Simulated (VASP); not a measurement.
# HfS2 (P-3m1) in VASP: settings compared

The runs below take HfS2 through relaxation of shape and atoms at fixed volume, relaxation of cell and atoms, with PBE, LDA.

Program: VASP 6.6.1. These are calculated values, not measurements. Logs are shortened: lines on timing, memory, paths and dates and some standing lists are left out, and cuts for length are marked.

## (1) The structure

Symmetry: P-3m1, No. 164, trigonal system. The conventional cell has a = 3.640 Å, b = 3.640 Å, c = 6.056 Å, α = 90.00°, β = 90.00°, γ = 120.00°. Hf (site symmetry -3m) has 6 S at 2.54 Å as nearest neighbours. S (site symmetry 3m) has 3 Hf at 2.54 Å as nearest neighbours.

The cell is a database's computed one.

## (2) Relaxation of shape and atoms at fixed volume, PBE (a relaxed cell with its volume scaled by 1.04)

The input, INCAR:

```
ALGO = Fast
EDIFF = 1E-7
EDIFFG = -0.01
ENCUT = 300
GGA = PE
IBRION = 2
ISIF = 4
ISMEAR = 0
LASPH = T
LCHARG = F
LREAL = F
LWAVE = F
NELM = 80
NSW = 40
PREC = Accurate
SIGMA = 0.03
```

The input, KPOINTS:

```
k-points
0
Gamma
  5 5 3
```

The input, POSCAR:

```
HfS2                                    
1.0
    3.6887127350     -0.0000000000      0.0000000000
   -1.8443563675      3.1945189357     -0.0000000000
   -0.0000000000     -0.0000000000      6.4696490676
  Hf              S             
     1     2
Direct
     0.0000000000000000    0.0000000000000000    0.0000000000000000
     0.6666666699999979    0.3333333300000021    0.7744047078610247
     0.3333333300000021    0.6666666699999979    0.2255952921389753
```

Potentials or basis: VASP PAW PBE potentials, release 64 (Hf, S).

On the command line:

```bash
cat potpaw_PBE.64/Hf/POTCAR potpaw_PBE.64/S/POTCAR > POTCAR
mpirun -np 1 vasp_std > vasp.out
```

OUTCAR:

```text
EDIFF = 1E-7
   EDIFFG = -0.01
   ENCUT = 300
   GGA = PE
   IBRION = 2
   ISIF = 4
   ISMEAR = 0
   LASPH = T
   LREAL = F
   NELM = 80
   NSW = 40
   PREC = Accurate

 ion  position               nearest neighbor table
   1  0.000  0.000  0.000-   2 2.58   3 2.58   3 2.58   2 2.58   2 2.58   3 2.58
   2  0.667  0.333  0.774-   1 2.58   1 2.58   1 2.58
   3  0.333  0.667  0.226-   1 2.58   1 2.58   1 2.58

  LATTYP: Found a hexagonal cell.
 ALAT       =     3.6887127350
 C/A-ratio  =     1.7539042838

  Lattice vectors:

 A1 = (   3.6887127350,   0.0000000000,   0.0000000000)
 A2 = (  -1.8443563675,   3.1945189357,   0.0000000000)
 A3 = (   0.0000000000,   0.0000000000,   6.4696490676)

Analysis of symmetry for initial positions (statically):
=====================================================================
 Subroutine PRICEL returns:
 Original cell was already a primitive cell.

 Routine SETGRP: Setting up the symmetry group for a
 hexagonal supercell.

 Subroutine GETGRP returns: Found 12 space group operations
 (whereof 12 operations were pure point group operations)
 out of a pool of 24 trial point group operations.

The static configuration has the point symmetry D_3d.

Analysis of symmetry for dynamics (positions and initial velocities):
=====================================================================
 Subroutine PRICEL returns:
 Original cell was already a primitive cell.

 Routine SETGRP: Setting up the symmetry group for a
 hexagonal supercell.

 Subroutine GETGRP returns: Found 12 space group operations
 (whereof 12 operations were pure point group operations)
 out of a pool of 24 trial point group operations.

The dynamic configuration has the point symmetry D_3d.

 Subroutine INISYM returns: Found 12 space group operations
 (whereof 12 operations are pure point group operations),
 and found     1 'primitive' translations

----------------------------------------------------------------------------------------

                                     Primitive cell

  volume of cell :      76.2362

  direct lattice vectors                    reciprocal lattice vectors
     3.688712735  0.000000000  0.000000000     0.271097283  0.156518089  0.000000000
    -1.844356368  3.194518936  0.000000000     0.000000000  0.313036179  0.000000000
     0.000000000  0.000000000  6.469649068     0.000000000  0.000000000  0.154567889

  length of vectors
     3.688712735  3.688712735  6.469649068     0.313036179  0.313036179  0.154567889

  position of ions in fractional coordinates (direct lattice)
     0.000000000  0.000000000  0.000000000
     0.666666670  0.333333330  0.774404708
     0.333333330  0.666666670  0.225595292

  ion indices of the primitive-cell ions
   primitive index   ion index
                 1           1
                 2           2
                 3           3

----------------------------------------------------------------------------------------

 KPOINTS: k-points

Automatic generation of k-mesh.
 Grid dimensions read from file:
 generate k-points for:    5    5    3

 Generating k-lattice:

  Cartesian coordinates                     Fractional coordinates (reciprocal lattice)
     0.054219457  0.031303618  0.000000000     0.200000000  0.000000000  0.000000000
     0.000000000  0.062607236  0.000000000     0.000000000  0.200000000  0.000000000
     0.000000000  0.000000000  0.051522630     0.000000000  0.000000000  0.333333333

  Length of vectors
     0.062607236  0.062607236  0.051522630

  Shift w.r.t. Gamma in fractional coordinates (k-lattice)
     0.000000000  0.000000000  0.000000000

 Subroutine IBZKPT returns following result:
 ===========================================

 Found     12 irreducible k-points:

 Following reciprocal coordinates:
            Coordinates               Weight
  0.000000  0.000000  0.000000      1.000000
  0.200000  0.000000  0.000000      6.000000
  0.400000 -0.000000  0.000000      6.000000
  0.200000  0.200000  0.000000      6.000000
  0.400000  0.200000  0.000000      6.000000
  0.000000  0.000000  0.333333      2.000000
  0.200000  0.000000  0.333333      6.000000
  0.000000  0.200000  0.333333      6.000000
  0.400000 -0.000000  0.333333      6.000000
  0.000000  0.400000  0.333333      6.000000
  0.200000  0.200000  0.333333     12.000000
  0.400000  0.200000  0.333333     12.000000
   k-points           NKPTS =     12   k-points in BZ     NKDIM =     12   number of bands    NBANDS=     12
   number of dos      NEDOS =    301   number of ions     NIONS =      3
   total plane-waves  NPLWV =  23040
   dimension x,y,z NGX =    24 NGY =   24 NGZ =   40
   dimension x,y,z NGXF=    48 NGYF=   48 NGZF=   80
   ions per type =               1   2
   NGX,Y,Z   is equivalent  to a cutoff of  10.82, 10.82, 10.28 a.u.
   NGXF,Y,Z  is equivalent  to a cutoff of  21.63, 21.63, 20.56 a.u.
 SYSTEM =  unknown system
   PREC   = accura    normal or accurate (medium, high low for compatibility)
   ISTART =      0    job   : 0-new  1-cont  2-samecut
   ICHARG =      2    charge: 1-file 2-atom 10-const
   ISPIN  =      1    spin polarized calculation?
   LNONCOLLINEAR =      F non collinear calculations
   LSORBIT =      F    spin-orbit coupling
   LASPH  =      T    aspherical Exc in radial PAW
   ENCUT  =  300.0 eV  22.05 Ry    4.70 a.u.   5.21  5.21  9.14*2*pi/ulx,y,z
   NELM   =     80;   NELMIN=  2; NELMDL= -5     # of ELM steps
   EDIFF  = 0.1E-06   stopping-criterion for ELM
   LREAL  =      F    real-space projection
   EDIFFG = -.1E-01   stopping-criterion for IOM
   NSW    =     40    number of steps for IOM
   IBRION =      2    ionic relax: 0-MD 1-quasi-New 2-CG
   NFREE  =      1    steps in history (QN), initial steepest desc. (CG)
   ISIF   =      4    stress and relaxation
   ISYM   =      2    0-nonsym 1-usesym 2-fastsym
   POTIM  = 0.5000    time-step for ionic-motion
   TEBEG  =    0.0;   TEEND  =   0.0 temperature during run
   PSTRESS=    0.0 pullay stress
   NELECT =      16.0000    total number of electrons
   NUPDOWN=      -1.0000    fix difference up-down
   EMIN   =  10.00;   EMAX   =-10.00  energy-range for DOS
   EFERMI =   0.00;   METHOD = LEGACY
   ISMEAR =     0;   SIGMA  =   0.03  broadening in eV -4-tet -1-fermi 0-gaus
   EFERMI_NEDOS =   21; number of points for ismear=-14 and -15
   IALGO  =     68    algorithm
   IMIX   =      4    mixing-type and parameters
     AMIX     =   0.40;   BMIX     =  1.00
     AMIX_MAG =   1.60;   BMIX_MAG =  1.00
  volume/ion in A,a.u.               =      25.41       171.49
  Fermi-wavevector in a.u.,A,eV,Ry     =   0.972884  1.838485 12.877964  0.946504
  Thomas-Fermi vector in A             =   2.103219
   LORBIT       =      0    0 simple, 1 ext, 2 COOP (PROOUT), +10 PAW based schemes
   GGA     = PE    functional components
   LHFCALC =     F    Hartree Fock is set to
   AEXX    =    0.0000 exact exchange contribution
   IVDW    =     0    specifies the selected vdW correction
   LEPSILON=     F    determine dielectric tensor
   LRPA    =     F    only Hartree local field effects (RPA)
 conjugate gradient relaxation of ions
 non-spin polarized calculation
 RMM-DIIS sequential band-by-band and
 Gauss-broadening in eV      SIGMA  =   0.03
  energy-cutoff  :      300.00
  volume of cell :       76.24
 maximum number of plane-waves:       909
 NGX is ok and might be reduce to    24
   NGX = 11   NGY = 11   NGZ = 19

--------------------------------------- Ionic step        1  -------------------------------------------

 number of electron      16.0000005 magnetization

 Free energy of the ion-electron system (eV)
  ---------------------------------------------------
  ext. energy  EPLUGINS =         0.00000000
  ---------------------------------------------------
  free energy    TOTEN  =       -22.89960208 eV

  energy without entropy =      -22.89960208  energy(sigma->0) =      -22.89960208

------------------------ aborting loop because EDIFF is reached ----------------------------------------

  FORCE on cell =-STRESS in cart. coord.  units (eV):
  Direction    XX          YY          ZZ          XY          YZ          ZX
  --------------------------------------------------------------------------------------
  -------------------------------------------------------------------------------------
  Total       -1.6898990     -1.6898990     -1.3568090      0.0000000      0.0000000     -0.0000000
  in kB      -35.5148753    -35.5148753    -28.5146653      0.0000000      0.0000000     -0.0000000
  external PRESSURE =     -33.1814720 kB  Pullay stress =       0.0000000 kB
[... 207 lines left out ...]
  energy  without entropy=      -22.9291234682  energy(sigma->0) =      -22.92912347

--------------------------------------- Ionic step        7  -------------------------------------------

 number of electron      15.9999999 magnetization

 Free energy of the ion-electron system (eV)
  ---------------------------------------------------
  ext. energy  EPLUGINS =         0.00000000
  ---------------------------------------------------
  free energy    TOTEN  =       -22.92915221 eV

  energy without entropy =      -22.92915221  energy(sigma->0) =      -22.92915221

 E-fermi :   2.2809     XC(G=0):  -8.7631

 val. band max:        2.1045608974   @ k =   0.0000   0.0000   0.0000
 cond. band min:       3.4027517070   @ k =   0.0000   0.4000   0.3333
 fundamental gap:      1.2981908096
 Fermi energy:         2.2808831353

 k-point     1 :       0.0000    0.0000    0.0000
  band No.  band energies     occupation
      1     -10.7026      2.00000
      2      -9.2740      2.00000
      3      -2.1265      2.00000
      4      -0.5211      2.00000
      5      -0.5211      2.00000
      6       1.7271      2.00000
      7       2.1046      2.00000
      8       2.1046      2.00000
      9       4.1421      0.00000
     10       4.1421      0.00000
     11       4.7877      0.00000
     12       7.4411      0.00000
[... 193 lines left out ...]
  FREE ENERGIE OF THE ION-ELECTRON SYSTEM (eV)
  ---------------------------------------------------
  free  energy   TOTEN  =       -22.9291522093 eV

  energy  without entropy=      -22.9291522093  energy(sigma->0) =      -22.92915221

 reached required accuracy - stopping structural energy minimisation
```

It took 24 s on 1 thread of Intel Xeon Platinum 8488C (Sapphire Rapids), shared host; peak memory 0.15 GiB.

Results:

```
Free energy                  : -22.9292 eV
Energy gained by relaxing    : 9.9 meV/atom
Ionic steps                  : 7
Pressure after relaxing      : -0.2 GPa
Largest force after relaxing : 0.005 eV/Å
Band gap on the k mesh       : 1.30 eV, indirect (least direct gap 2.04 eV)
```

Forces on the atoms (eV/Å):
```
Hf   0.000  0.000  0.000
S    0.000  0.000  0.005
S    0.000  0.000 -0.005
```

The path:
```csv
step,energy change (eV),largest force (eV/Å),pressure (GPa)
1,0.0000,0.4632,-3.32
2,-0.0172,0.2353,-2.17
3,-0.0247,0.0312,-0.81
4,-0.0286,0.0040,-0.52
5,-0.0295,0.0188,-0.29
6,-0.0295,0.0168,-0.30
7,-0.0296,0.0046,-0.24
```

Final structure:
```
Hf S
1.0
     3.64612    0.00000    0.00000
    -1.82306    3.15764    0.00000
     0.00000    0.00000    6.62167
Hf S
1 2
Direct
  0.00000 0.00000 0.00000
  0.66667 0.33333 0.78261
  0.33333 0.66667 0.21739
```

Caveat: the cutoff is under 1.25 times the usual one of these potentials, so pressure, stress and relaxed cells hold a basis-set (Pulay) error; spin-orbit coupling is left out, which moves the levels of the heavy elements; an odd mesh through Γ misses points on the zone boundary, where band edges often lie; this functional lacks dispersion, which binds the layers, so the pressure and a relaxed spacing across them are unreliable.

## (3) Relaxation of shape and atoms at fixed volume, PBE (a relaxed cell with its volume scaled by 1.06)

INCAR is that of step 2.

KPOINTS is that of step 2.

The input, POSCAR:

```
HfS2                                    
1.0
    3.7122083541     -0.0000000000      0.0000000000
   -1.8561041770      3.2148667387     -0.0000000000
   -0.0000000000     -0.0000000000      6.5108581345
  Hf              S             
     1     2
Direct
     0.0000000000000000    0.0000000000000000    0.0000000000000000
     0.6666666699999979    0.3333333300000021    0.7744047078610247
     0.3333333300000021    0.6666666699999979    0.2255952921389753
```

Potentials or basis: VASP PAW PBE potentials, release 64 (Hf, S).

On the command line:

```bash
cat potpaw_PBE.64/Hf/POTCAR potpaw_PBE.64/S/POTCAR > POTCAR
mpirun -np 1 vasp_std > vasp.out
```

Run time: 25 s. Hardware: 1 thread of Intel Xeon Platinum 8488C (Sapphire Rapids), shared host; peak memory 0.15 GiB.

It converged, with:

```
Free energy                  : -22.9293 eV
Energy gained by relaxing    : 21.5 meV/atom
Ionic steps                  : 7
Pressure after relaxing      : -0.3 GPa
Largest force after relaxing : 0.004 eV/Å
Band gap on the k mesh       : 1.31 eV, indirect (least direct gap 2.04 eV)
```

Forces in eV/Å, atoms in the order of the input:
```
Hf   0.000  0.000  0.000
S    0.000  0.000  0.004
S    0.000  0.000 -0.004
```

Step by step:
| step | energy change (eV) | largest force (eV/Å) | pressure (GPa) |
| --- | --- | --- | --- |
| 1 | 0.0000 | 0.6719 | -4.75 |
| 2 | -0.0364 | 0.3532 | -3.18 |
| 3 | -0.0535 | 0.0452 | -1.19 |
| 4 | -0.0623 | 0.0118 | -0.73 |
| 5 | -0.0644 | 0.0193 | -0.38 |
| 6 | -0.0644 | 0.0180 | -0.40 |
| 7 | -0.0644 | 0.0042 | -0.33 |

Final structure:
```cif
data_structure
_symmetry_space_group_name_H-M 'P 1'
_symmetry_Int_Tables_number 1
_cell_length_a 3.6485
_cell_length_b 3.6485
_cell_length_c 6.7402
_cell_angle_alpha 90.000
_cell_angle_beta 90.000
_cell_angle_gamma 120.000
_cell_volume 77.70
loop_
_atom_site_label
_atom_site_type_symbol
_atom_site_fract_x
_atom_site_fract_y
_atom_site_fract_z
_atom_site_occupancy
Hf1 Hf 0.00000 0.00000 0.00000 1
S1 S 0.66667 0.33333 0.78657 1
S2 S 0.33333 0.66667 0.21343 1
```

Levels at points of the mesh, in eV from the valence-band top:
```csv
k point,band 5,band 6,band 7,band 8,band 9,band 10,band 11,band 12
"(0.00, 0.00, 0.00)",-2.62,-0.43,0.00,0.00,2.04,2.04,2.69,5.30
```

Caveat: the cutoff is under 1.25 times the usual one of these potentials, so pressure, stress and relaxed cells hold a basis-set (Pulay) error; spin-orbit coupling is left out, which moves the levels of the heavy elements; an odd mesh through Γ misses points on the zone boundary, where band edges often lie; this functional lacks dispersion, which binds the layers, so the pressure and a relaxed spacing across them are unreliable.

## (4) Relaxation of cell and atoms, LDA

The input, INCAR:

```
  PREC = Accurate
  ENCUT = 600
  EDIFF = 1E-6
  ISMEAR = 0
  SIGMA = 0.03
  LREAL = False
  LASPH = True
  NELM = 80
  ALGO = Normal
  ISIF = 3
  LWAVE = False
  LCHARG = False
  IBRION = 2
  NSW = 90
  EDIFFG = -0.01
  KPAR = 2
```

The input, KPOINTS:

```
regular mesh
0
Gamma
  9 9 5
```

The input, POSCAR:

```
HfS2
1.0
    3.6396641800      0.0000000000      0.0000000000
   -1.8198320900      3.1520416411      0.0000000000
    0.0000000000      0.0000000000      6.0555624700
Hf S
1 2
Direct
    0.0000000000      0.0000000000      0.0000000000
    0.6666666700      0.3333333300      0.7639520500
    0.3333333300      0.6666666700      0.2360479500
```

Potentials or basis: VASP PAW LDA potentials, release 64 (Hf_pv, S).

On the command line:

```bash
cat potpaw_LDA.64/Hf_pv/POTCAR potpaw_LDA.64/S/POTCAR > POTCAR
mpirun -np 2 vasp_std > vasp.out
```

Run time: 2.4 min. Hardware: 2 MPI ranks of Intel Xeon 6975P-C (Granite Rapids), shared host; peak memory 0.21 GiB.

It converged, with:

```
Free energy                            : -24.8789 eV
Relaxed volume                         : 20.72 Å³/atom
Relaxed cell                           : a = 3.556 Å, b = 3.556 Å, c = 5.678 Å, α = 90.00°, β = 90.00°, γ = 120.00°
Space group after relaxing (to 0.05 Å) : P-3m1 (No. 164)
Energy gained by relaxing              : 23.6 meV/atom
Ionic steps                            : 13
Pressure after relaxing                : 0.0 GPa
Largest force after relaxing           : 0.006 eV/Å
Band gap on the k mesh                 : 0.65 eV, indirect (least direct gap 1.62 eV)
```

Forces on the atoms (eV/Å):
```
Hf   0.000  0.000  0.000
S    0.000  0.000 -0.006
S    0.000  0.000  0.006
```

The path:
```csv
step,energy change (eV),largest force (eV/Å),pressure (GPa),volume (Å³)
1,0.0000,0.2504,-4.22,69.47
2,0.0296,1.0641,6.29,63.52
3,-0.0393,0.2766,-0.15,66.82
4,-0.0393,0.2877,-0.07,66.77
5,-0.0459,0.1945,-0.09,66.36
6,-0.0489,0.0691,-0.13,65.83
7,-0.0527,0.0613,-0.16,65.44
8,-0.0625,0.0387,-0.22,64.27
9,-0.0706,0.0157,-0.06,61.92
10,-0.0708,0.0004,-0.11,62.35
11,-0.0709,0.0042,-0.09,62.22
12,-0.0704,0.0595,0.53,61.86
13,-0.0709,0.0056,0.01,62.17
```

Final structure:
```
CELL_PARAMETERS angstrom
3.55573 0.00000 0.00000
-1.77786 3.07935 0.00000
0.00000 0.00000 5.67776
ATOMIC_POSITIONS crystal
Hf 0.00000 0.00000 0.00000
S 0.66667 0.33333 0.74587
S 0.33333 0.66667 0.25412
```

Levels at points of the mesh, in eV from the valence-band top:
```csv
k point,band 8,band 9,band 10,band 11,band 12,band 13,band 14,band 15
"(0.00, 0.00, 0.00)",-3.05,-0.17,-0.17,0.00,1.69,1.69,2.23,5.18
```

Caveat: spin-orbit coupling is left out, which moves the levels of the heavy elements; an odd mesh through Γ misses points on the zone boundary, where band edges often lie.

## (5) Summary

```tsv
task	level	potentials or basis	cell	k mesh	cutoff (eV)	gap on the mesh (eV)	pressure (GPa)
relaxation of shape and atoms at fixed volume	PBE	VASP PAW PBE potentials, release 64 (Hf, S)	atoms relaxed at fixed volume from: a relaxed cell with its volume scaled by 1.04	5 × 5 × 3	300	1.30	-0.2
relaxation of shape and atoms at fixed volume	PBE	VASP PAW PBE potentials, release 64 (Hf, S)	atoms relaxed at fixed volume from: a relaxed cell with its volume scaled by 1.06	5 × 5 × 3	300	1.31	-0.3
relaxation of cell and atoms	LDA	VASP PAW LDA potentials, release 64 (Hf_pv, S)	relaxed	9 × 9 × 5	600	0.65	0.0
```

Alike in all rows: no spin polarisation; smearing gaussian 0.03 eV.

Caveats: spin-orbit coupling is left out, which moves the levels of the heavy elements; an odd mesh through Γ misses points on the zone boundary, where band edges often lie; the cutoff is under 1.25 times the usual one of these potentials, so pressure, stress and relaxed cells hold a basis-set (Pulay) error (some runs); this functional lacks dispersion, which binds the layers, so the pressure and a relaxed spacing across them are unreliable (some runs).

Total energies depend on the potentials used, so only differences within one code and one set of settings carry meaning.
